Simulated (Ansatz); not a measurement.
# HgTe: do energies and stresses tell the same story?

Theory: DFT PBEsol, scalar-relativistic, plane waves, PAW (Ansatz).

Cutoff 420 eV; k points 12×12×12 on the computed 2-atom cell (Γ-centred); Gaussian smearing, width 0.10 eV; no spin polarisation.

Relaxed cell: F-43m, a = 6.509 Å, b = 6.509 Å, c = 6.509 Å, α = 90.00°, β = 90.00°, γ = 90.00°, 2 atoms in the primitive cell.

Energies at zero smearing and pressures from the stress tensor, at volumes with shape and atoms relaxed:
```tsv
V (Å³/atom)	E − E(first) (meV/atom)	P (GPa)
32.409	0.00	3.06
33.443	-14.18	1.39
34.478	-18.51	0.00
35.512	-14.67	-1.15
36.546	-4.04	-2.11
```

Problem. Check P = −dE/dV between neighbouring volumes, and get the bulk modulus from the pressures alone.

Solution. With 1 eV/Å³ = 160.2 GPa:
```tsv
middle V (Å³/atom)	−ΔE/ΔV (GPa)	mean P (GPa)
32.926	2.196	2.221
33.961	0.672	0.693
34.995	-0.595	-0.577
36.029	-1.647	-1.632
```

The two differ by 0.03 GPa at most. The mean of two end pressures misses the average over a step by about ΔV² P″/12, up to 0.03 GPa here; with that taken off 0.00 GPa remains. Around V = 34.478 Å³/atom, the two neighbours give B = −V ΔP/ΔV = 34.478 × 2.54 / 2.069 = 42.3 GPa, against B0 = 42.1 GPa from the Birch–Murnaghan fit of the energies.

Spin–orbit coupling is left out, which can shift energies with elements as heavy as these.